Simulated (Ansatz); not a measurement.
# BP: the cost of one run

Computed with Ansatz 0.2.0 (DFT r2SCAN, scalar-relativistic, plane waves, PAW, unless a step's input says otherwise).

**1. Starting point**

Symmetry: F-43m, No. 216, cubic system. The conventional cell has a = 4.538 Å, b = 4.538 Å, c = 4.538 Å, α = 90.00°, β = 90.00°, γ = 90.00°. B (site symmetry -43m) has 4 P at 1.97 Å as nearest neighbours. Around P (site symmetry -43m) lie 4 B at 1.97 Å.

As a file:

```
CELL_PARAMETERS angstrom
0.00000 2.26900 2.26900
2.26900 0.00000 2.26900
2.26900 2.26900 0.00000
ATOMIC_POSITIONS crystal
B 0.00000 0.00000 0.00000
P 0.75000 0.75000 0.75000
```

The cell is taken as given, not relaxed at this level.

**2. Zero of energy**

The reference gives a free energy of -916.6871 eV, pressure -0.16 GPa, largest force 0.000 eV/Å and gap on the mesh 1.42 eV. It was computed beforehand with the settings of the runs below.

**3. The scan: biaxial against axial strain**

The cell is strained by p along both x and y and by q along z, with fractional coordinates fixed.

**4. Point p = -0.080, q = -0.080**

Input file input.yaml:

```yaml
crystal:
  lattice:
    - [0.0, 2.08748, 2.08748]
    - [2.08748, 0.0, 2.08748]
    - [2.08748, 2.08748, 0.0]
  atoms:
    - { symbol: B, position: [0.0, 0.0, 0.0] }
    - { symbol: P, position: [0.75, 0.75, 0.75] }
basis:
  ecutwfc: 500
kpoints:
  mp_grid: { grid: [10, 10, 10] }
hamiltonian:
  xc: r2scan
scf:
  occupations: { method: gaussian, width: 0.05 }
output:
  forces: true
  stress: true
  eigenvalues: true
```

Started as:

```console
$ ansatz run input.yaml --threads 1 --pin off --max-ram 2560MiB --backend cpu --events-out ev --progress --plain --runs-dir out
```

Q: Estimate wall time and peak memory on 1 thread of Intel Xeon at 2.50GHz (Skylake/Cascade Lake), shared host.

About 4.9 s, with a peak of 0.35 GiB.
